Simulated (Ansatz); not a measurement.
Base system: LaAlO₃ (space group R-3c, No. 167).

```
CELL_PARAMETERS angstrom
      2.70656     1.56263     4.39782
     -2.70656     1.56263     4.39782
      0.00000    -3.12526     4.39782
ATOMIC_POSITIONS crystal
  La 0.25000 0.25000 0.25000
  La 0.75000 0.75000 0.75000
  Al 0.00000 0.00000 0.00000
  Al 0.50000 0.50000 0.50000
  O  0.78890 0.71110 0.25000
  O  0.25000 0.78890 0.71110
  O  0.71110 0.25000 0.78890
  O  0.21110 0.28890 0.75000
  O  0.75000 0.21110 0.28890
  O  0.28890 0.75000 0.21110
```

Cartesian axes are those of the cell as printed.

Level of theory: PBE (Ansatz, a first-principles code), no spin-orbit coupling.

Base values:

* **Smallest direct gap**: 4.08 eV
* **Pressure**: 0.00 GPa
* **Gap character**: indirect, F → Γ

Now apply this change: biaxial strain −1.61 %, plane normal [001], relaxed out of plane (Cartesian); in-plane vectors clamped, the third vector and the atoms free.

Question: What happens to the smallest direct gap, energy relative to the base, ratio −ε⊥/ε∥, pressure and gap character?

Answer: The smallest direct gap decreases by 0.11 eV to 3.97 eV; the energy increases by 7.7 meV/atom; the ratio −ε⊥/ε∥ amounts to 0.47; the pressure (mean of the normal stresses, compression positive) goes from zero to 4.70 GPa; the gap character stays indirect, F → Γ.

Stability against distortions was not tested.
